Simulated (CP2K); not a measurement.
Runs of CP2K 2026.2 on WS2. The structure is trigonal, space group R3m (No. 160). The conventional cell has a = 3.158 Å, b = 3.158 Å, c = 18.490 Å, α = 90.00°, β = 90.00°, γ = 120.00°. W (site symmetry 3m) is surrounded by 6 S at 2.39 to 2.42 Å. S (site symmetry 3m) has 3 W at 2.42 Å as nearest neighbours. S (site symmetry 3m) has 3 W at 2.39 Å as nearest neighbours. Measurements of this composition are mostly on another form, of space group No. 194.

```csv
level,potentials or basis,smearing,EPS_DEFAULT,NGRIDS,points a segment of the path (NPOINTS),bands added on the path,CUTOFF of the grids,gap on the mesh (eV),pressure (GPa),largest force (eV/Å)
PBEsol,"POTENTIAL_UZH W GTH-PBE-q14, S GTH-PBE-q6; TZVP-MOLOPT-PBE-GTH basis",fermi-dirac 0.05 eV,1.0E-10,4,6,2,450 Ry,1.01,(c),(b)
r2SCAN,"POTENTIAL_UZH W GTH-SCAN-q14, S GTH-SCAN-q6; TZVP-MOLOPT-SCAN-GTH basis",fermi-dirac 0.1 eV,1.0E-9,4,10,6,675 Ry,(a),1.3,0.62
TB-mBJ,"POTENTIAL_UZH W GTH-PBE-q14, S GTH-PBE-q6; TZVP-MOLOPT-PBE-GTH basis",fermi-dirac 0.05 eV,1.0E-10,5,8,4,675 Ry,1.16,-,-
LDA,"GTH_POTENTIALS W GTH-PADE-q14, S GTH-PADE-q6; TZVP-MOLOPT-PBE-GTH basis",fermi-dirac 0.0259 eV,1.0E-9,5,10,2,450 Ry,0.83,-13.6,1.05
```

Alike in all rows: task band structure; no spin polarisation; cell as given; k mesh 10 × 10 × 10.

Task: Fill in the values left out.

Result: (a) 1.21; (b) 0.61; (c) 0.0.

Caveats: spin-orbit coupling is left out, which moves the levels of the heavy elements; the basis of atomic orbitals isn't converged, which shifts pressures, moduli and gaps; the potentials were made for another functional, which shifts forces and pressure (some runs); this is a model potential without an energy functional, so only levels have meaning (some runs); forces of over 1 eV/Å show positions far from the minimum, so gaps and moduli don't describe the material at rest (some runs).

A k mesh can miss the band edges, and the runs leave out spin-orbit coupling on W.
